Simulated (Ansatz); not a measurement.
# Where S_Se puts its levels in the gap of CdSe (F-43m)

Wanted: the transition levels of a substitutional impurity in CdSe (F-43m), from a cell of 54 host atoms with 1 Se taken out and 1 S put in.

Method: place-levels on r2SCAN runs: charge-transition levels and formation energies with image-charge correction and potential alignment at the atomic sites; PAW set soft_1, in Ansatz 0.2.0.

### Step 1. Starting point

The cell holds 54 atoms: 27 Cd, 26 Se and 1 S. Cell: a = 13.013 Å, b = 13.013 Å, c = 13.013 Å, α = 60.0°, β = 60.0°, γ = 60.0°. It derives from CdSe (space group F-43m). Nearest the centre at fractional (0.417, 0.417, 0.417): S28 at 0.00 Å, Cd27 at 2.66 Å, Cd45 at 2.66 Å, Cd33 at 2.66 Å, Cd29 at 2.66 Å, Se26 at 4.34 Å, Se24 at 4.34 Å, Se22 at 4.34 Å.

Known beforehand: the electronic dielectric constant, 8.43, and the static one, 12.20, computed on the host (DFPT, PBEsol, on the r2SCAN cell), and a cell off the functional's own equilibrium shifts the ionic part.

The cell's shortest repeat is 13.0 Å.

### Step 2. What was run first

A transition level is the Fermi level at which two charge states cost the same, so each charge needs its own total energy, at its own relaxed structure.

Random displacements of about 0.05 Å break the site symmetry at the start, so that the relaxation can reach a distorted minimum if there is one. Forces are taken at one point at (¼, ¼, ¼). The cell holds 1 electron more than the neutral one, with a uniform background that keeps it neutral on the whole. The electron count is odd, so at least one spin is unpaired; this run locks the moment at 1 μB.

The sampling was tested on the host first: at the k-points planned (1x1x1 shifted 0.25 0.25 0.25) its energy lies 0.041 eV an atom from the dense-mesh value, so the final energies take a denser sampling.

One of the inputs; charge, spin and start change from state to state.

File qm1_M1.relax/input.yaml:

```yaml
crystal:
  lattice:
    - [0.0, 9.20141056, 9.20141056]
    - [9.20141056, 0.0, 9.20141056]
    - [9.20141056, 9.20141056, 0.0]
  atoms:
    - { symbol: Cd, position: [0.0, 0.0, 0.0] }
    - { symbol: Se, position: [0.08333333, 0.08333333, 0.08333333] }
[... 7 atom lines left out ...]
    - { symbol: Se, position: [0.08333333, 0.41666667, 0.41666667] }
[... 1 atom line left out ...]
    - { symbol: Se, position: [0.08333333, 0.41666667, 0.75] }
[... 3 atom lines left out ...]
    - { symbol: Se, position: [0.08333333, 0.75, 0.41666667] }
[... 5 atom lines left out ...]
    - { symbol: Se, position: [0.41666667, 0.08333333, 0.41666667] }
[... 1 atom line left out ...]
    - { symbol: Se, position: [0.41666667, 0.08333333, 0.75] }
[... 1 atom line left out ...]
    - { symbol: Se, position: [0.41666667, 0.41666667, 0.08333333] }
    - { symbol: Cd, position: [0.33333333, 0.33333333, 0.33333333] }
    - { symbol: S, position: [0.41666667, 0.41666667, 0.41666667] }
    - { symbol: Cd, position: [0.33333333, 0.33333333, 0.66666667] }
    - { symbol: Se, position: [0.41666667, 0.41666667, 0.75] }
    - { symbol: Cd, position: [0.33333333, 0.66666667, 0.0] }
    - { symbol: Se, position: [0.41666667, 0.75, 0.08333333] }
    - { symbol: Cd, position: [0.33333333, 0.66666667, 0.33333333] }
    - { symbol: Se, position: [0.41666667, 0.75, 0.41666667] }
[... 4 atom lines left out ...]
    - { symbol: Cd, position: [0.66666667, 0.0, 0.33333333] }
    - { symbol: Se, position: [0.75, 0.08333333, 0.41666667] }
[... 3 atom lines left out ...]
    - { symbol: Se, position: [0.75, 0.41666667, 0.08333333] }
    - { symbol: Cd, position: [0.66666667, 0.33333333, 0.33333333] }
    - { symbol: Se, position: [0.75, 0.41666667, 0.41666667] }
[... 4 atom lines left out ...]
    - { symbol: Cd, position: [0.66666667, 0.66666667, 0.33333333] }
[... 2 atom lines left out ...]
    - { symbol: Se, position: [0.75, 0.75, 0.75] }
  host:
    repeats: [3, 3, 3]
    atoms:
      - { symbol: Cd, position: [0.0, 0.0, 0.0] }
      - { symbol: Se, position: [0.25, 0.25, 0.25] }
total_charge: -1
basis:
  ecutwfc: 500
  xc_grid: 2
hamiltonian:
  xc: r2scan
  pseudopotentials: { kind: paw, azcp: { folder: soft_1 } }
kpoints:
  mp_grid: { grid: [1, 1, 1], shift: [0.25, 0.25, 0.25] }
magnetization:
  spin_polarized: true
  initial_magnetization: 1
  spin_locking: { lock_magnetization: hard }
scf:
  occupations: { method: fixed }
  max_iter: 100
output:
  forces: true
  charged_corrections:
    epsilon: 8.43
    static_epsilon: 12.2
    defect_position: [0.416667, 0.416667, 0.416667]
relax:
  f_tol: 0.02
  max_steps: 80
  random_displacement: { amplitude: 0.05, seed: 5052 }
checkpoint:
  write: "../qm1_M1.relax.run"
  compress: false
  write_wavefunctions: true
  write_every: 100000
```

Launch:

```console
$ ansatz run input.yaml --threads 32 --pin off --max-ram 56524MiB --backend cuda --events-out ev --progress --plain --runs-dir out --max-vram 78GiB
```

Defect states can disperse in a cell of this size, so the energy is taken again at a 2×2×2 shifted mesh, on the relaxed structure.

The run of this state that the levels use, under r2SCAN:

File qm1_M1.point/input.yaml:

```yaml
crystal:
  checkpoint: "../qm1_M1.relax.run"
  host: checkpoint
total_charge: -1
basis:
  ecutwfc: 500
  xc_grid: 2
hamiltonian:
  xc: r2scan
  pseudopotentials: { kind: paw, azcp: { folder: soft_1 } }
kpoints:
  mp_grid: { grid: [2, 2, 2], shift: [0.5, 0.5, 0.5] }
magnetization:
  spin_polarized: true
  initial_magnetization: 1
  spin_locking: { lock_magnetization: hard }
scf:
  occupations: { method: fermi_dirac, width: 0.01 }
  max_iter: 100
output:
  forces: true
  eigenvalues: true
  charged_corrections:
    epsilon: 8.43
    static_epsilon: 12.2
    defect_position: [0.416667, 0.416667, 0.416667]
  eigenstates: { localisation: true }
  populations: true
  efg: {}
  band_densities: [{ bands: [v1, v1] }, { bands: [c1, c1] }]
  write_density: true
  write_potential: true
  volumetric_format: npy
  elf: true
checkpoint:
  read: "../qm1_M1.relax.run"
  write: "../qm1_M1.point.run"
  compress: false
  write_wavefunctions: false
  write_every: 100000
```

Relaxations under r2SCAN at one point at (¼, ¼, ¼); times on 1 × NVIDIA GB200 with 32 threads of Arm Neoverse V2, shared host:

```tsv
charge	moment (μB)	occupations	outcome	steps	largest displacement against the far atoms (Å)	time
−1	1	fixed	converged	6	0.09	16 s
0	0	fixed	converged	4	0.09	7.9 s
+1	1	fixed	not converged	3	-	28 s
+1	1	fermi-dirac	converged	4	0.09	14 s
```

Single points under r2SCAN at a 2×2×2 shifted mesh; times on 1 × NVIDIA GB200 with 32 threads of Arm Neoverse V2, shared host:

```tsv
charge	moment (μB)	occupations	outcome	time
−1	1	fermi-dirac	converged	20 s
0	0	fermi-dirac	converged	8.7 s
+1	1	fermi-dirac	converged	18 s
```

Distances (Å) from S28 to the nearest atoms after relaxation with r2SCAN:

```tsv
charge	moment (μB)	1.	2.	3.	4.	5.	6.
−1	1	Cd 2.56	Cd 2.57	Cd 2.57	Cd 2.57	Se 4.32	Se 4.32
0	0	Cd 2.56	Cd 2.57	Cd 2.58	Cd 2.58	Se 4.31	Se 4.32
+1	1	Cd 2.56	Cd 2.57	Cd 2.57	Cd 2.57	Se 4.32	Se 4.32
```

### Step 3. Placing the levels, r2SCAN

A charged cell interacts with its images and the background, and its potential has another zero than the host's. place-levels removes the first by a point-charge model, screened by the static dielectric constant since the ions have relaxed around the charge, and the second by comparing potentials at atoms far from the defect.

The host is a run of the defect-free crystal in the same cutoffs, grids and k-points, so that basis and sampling errors cancel in part in the differences. The host is run in a cell of 2 atoms on a matching mesh. Its band edges are searched through the zone by a band path, so the gap is smaller than, or equal to, that on the mesh. Chemical potentials are energies per atom of Se (trigonal (grey) selenium) and S (S12 rings, Pnnm, not the stable S8 form), run with the same functional and cutoff.

File levels.point.yaml:

```yaml
host:
  run: host.point.run
states: [qm1_M1.point.run, q0.point.run, qp1_M1.point.run]
geometry_from:
  qm1_M1.point.run: qm1_M1.relax.run
  q0.point.run: q0.relax.run
  qp1_M1.point.run: qp1_M1.relax_smeared.run
  host.point.run: host.relax.run
chemical_potentials:
  Se:
    energy: -5478.140172
    dataset: "<sha256 of the dataset>"
  S:
    energy: -905.804739
    dataset: "<sha256 of the dataset>"
epsilon: 8.43
static_epsilon: 12.2
vertical:
  - { from: qm1_M1.point.run, to: qm1_M1.point_neutral.run }
  - { from: qp1_M1.point.run, to: qp1_M1.point_neutral.run }
```

Launch:

```console
$ ansatz place-levels levels.point.yaml -- --threads 32 --pin off --max-ram 56524MiB --backend cuda --max-vram 78GiB
```

Numbers of over 12 decimals in the logs are rounded to 6 here.

Output:

```text
[... repeated set-up lines and file paths are left out, and long positions are rounded to six places ...]
(+1/0) 0.000 eV above the valence edge (-0.203 eV without the band-filling correction), 1.029 eV under the conduction edge
(0/-1) 1.044 eV above the valence edge (+2.212 eV without the band-filling correction), in the conduction band
formation energy of charge +1: -0.051 eV with the Fermi level at the valence edge
formation energy of charge 0: -0.051 eV with the Fermi level at the valence edge
formation energy of charge -1: +0.993 eV with the Fermi level at the valence edge
vertical -1 to 0: no energy, since no alignment is typed
  the change from vertical[0].from (qm1_M1.point.run) to vertical[0].to (qm1_M1.point_neutral.run): by its potential at epsilon 8.43 it stands at 0.394 0.394 0.394, with an rms radius of about 7.3 Å (4.2 4.2 4.2 Å across the planes of the cell's vectors); [...]
vertical +1 to 0: no energy, since no alignment is typed
  the change from vertical[1].from (qp1_M1.point.run) to vertical[1].to (qp1_M1.point_neutral.run): by its potential at epsilon 8.43 it stands at 0.908 0.903 0.904, with an rms radius of about 7.0 Å (4.1 4.0 4.0 Å across the planes of the cell's vectors); [...]
  edges by r2scan, gap 1.029 eV; the host is sampled to repeats of 26.03 Å
  the defect's cells are sampled to repeats of 26.03 Å, like sampling
  charge +1: -366627.7567 eV with its correction of +0.015 eV, at epsilon 12.2, aligned at sites: -0.1325 eV, mean over 19 atomic sites at or beyond 6.51 Å from the host's site at [0.4165, 0.4165, 0.4165] by the defect at [0.4167, 0.4167, 0.4167], with [...]
  states[2] (qp1_M1.point.run): levels filled in part (TS 0.005 eV): its energy is of no whole electron's
  charge 0: +0.000 eV for its dipole among its images, +0.000 omitted
  charge -1: -366612.4606 eV with its correction of +0.141 eV, at epsilon 12.2, aligned at sites: +0.0065 eV, mean over 19 atomic sites at or beyond 6.51 Å from the host's site at [0.4165, 0.4165, 0.4165] by the defect at [0.4167, 0.4167, 0.4167], with [...]
  of states[2] (qp1_M1.point.run): it parts from the run at its places by a charge that spreads by about 4.1 Å along one vector (1.8 Å or more is wide), by its potential at epsilon 8.43, taken for that of held ions (one typed too small widens it), where the [...]
  of states[0] (qm1_M1.point.run): it parts from the run at its places by a charge that spreads by about 4.2 Å along one vector (1.8 Å or more is wide), by its potential at epsilon 8.43, taken for that of held ions (one typed too small widens it), where the [...]
  of vertical[0].from (qm1_M1.point.run): its moments are held at its close (magnetization.spin_locking), by a field of 0.372 eV a Bohr magneton, and its energy and levels are of the state that this holds: a run that lets them go can end lower; [...]
  vertical[1].from (qp1_M1.point.run): levels filled in part (TS 0.005 eV): its energy is of no whole electron's
  of vertical[1].from (qp1_M1.point.run): its moments are held at its close (magnetization.spin_locking), by a field of 0.
```

Wall time 0.3 s (32 threads of Arm Neoverse V2, shared host).

Levels between the charges placed, in eV above the valence top:

```tsv
	gap (eV)	(+1/0)	(0/−1)
r2SCAN	1.03	0.00	1.04
```

Corrections by state:

```tsv
charge	moment (μB)	image terms and alignment (eV)	band filling (eV)	ε used	over the lowest of its charge, as the program ranks them, band filling apart (eV)
+1	1.0	0.015	-0.203	12.20	0.000
0	0.0	0.000	-	-	0.000
−1	1.0	0.141	-1.168	12.20	0.000
```

The charged structures listed were also run neutral, and place-levels reads from each pair, by the potential or the spins, how wide the charge is by which they differ; that can be the carrier of either run.

```tsv
charge	rms radius (Å)	spread where it is widest against the cell (Å)	wide from (Å)	reading
+1	7.0	4.05	1.84	wide
−1	7.3	4.24	1.84	wide
```

The neutral runs of these pairs need not share the spin of the lowest neutral state, and very wide values only mean spread over the cell.

From the program's caveats on the states, each cut to its opening words:

- charge +1 (1 μB): it parts from the run at its places by a charge that spreads by about 4.1 Å along one vector (1.8 Å or more is wide), by its potential at epsilon 8.43, taken [...]
- charge +1 (1 μB): a band-filling correction moves a carrier to the host's band edge, which changes its energy by -0.203 eV
- charge +1 (1 μB): its moments are held at its close (magnetization.spin_locking), by a field of 0.048 eV a Bohr magneton, and its energy and levels are of the state that this [...]
- charge +1 (1 μB), −1 (1 μB): flagged: stability check not made
- charge −1 (1 μB): it parts from the run at its places by a charge that spreads by about 4.2 Å along one vector (1.8 Å or more is wide), by its potential at epsilon 8.43, taken [...]
- charge −1 (1 μB): a band-filling correction moves a carrier to the host's band edge, which changes its energy by -1.168 eV
- charge −1 (1 μB): its moments are held at its close (magnetization.spin_locking), by a field of 0.372 eV a Bohr magneton, and its energy and levels are of the state that this [...]

Formation energies (eV), elemental references (Δμ(Se) = 0.00 eV, Δμ(S) = 0.00 eV):

```tsv
charge	Fermi level at the valence top	at the conduction bottom
+1	-0.05	0.98
0	-0.05	-0.05
−1	0.99	-0.04
```

### Step 4. Summary of results

```json
{
 "gap of the host": "1.03 eV (r2SCAN)",
 "level (plus 1/0)": "0.00 eV above the valence top (-0.20 eV above the valence top without the band-filling term)",
 "level (0/minus 1)": "1.04 eV above the valence top, past the conduction bottom (2.21 eV above the valence top without the band-filling term)",
 "lowest of the charges placed, just above the valence top (0.02 eV)": "0",
 "lowest of the charges placed, just below the conduction bottom (0.02 eV)": "0",
 "lowest formation energy at mid-gap of the charges run, elemental references": "-0.05 eV"
}
```

In words: Of the charges placed (−1, 0 and +1), 0 is the lowest from 0.02 eV above the valence top to 0.02 eV below the conduction bottom, a gap of 1.03 eV. States placed: +1 at 1 μB; 0 at 0 μB; −1 at 1 μB. Other spin states or structures, where not listed, weren't placed. The program finds carriers beyond a band edge of the host and adds a band-filling term at charge −1 (-1.17 eV) and +1 (-0.20 eV); steps to such a charge show no bound level, and a defect level inside a band would be read the same way. S is taken at its element; compounds, which aren't counted here, bound the chemical potentials and would shift these formation energies. The lowest formation energy (elemental references) is negative across the gap, so the defect would form by itself: these chemical potentials lie beyond what competing compounds allow, or the host is unstable against it. Keep in mind: r2SCAN makes the gap too small and tends to spread out bound carriers; spin–orbit coupling, which can matter with heavy atoms, is left out.

[Logs are printed without paths, hosts, clocks, repeated set-up lines and the standing remarks that a program may print on its own settings, such as how far it seeks lower states.]

[Hosts, paths, dates, database ids (printed as entryN), source tags and the programs' standing remarks are cut or masked in the printed files.]

[Where a table of states has a column of steps, it counts the stored structures, which are thinned; the runs took as many ionic steps or more.]

[A defect's name tells the site on which it was built; relaxed atoms can leave that site.]

[For some hosts the program warned that the k-mesh of the response run may be too coarse for force constants and the static dielectric constant; such warnings are not shown here.]
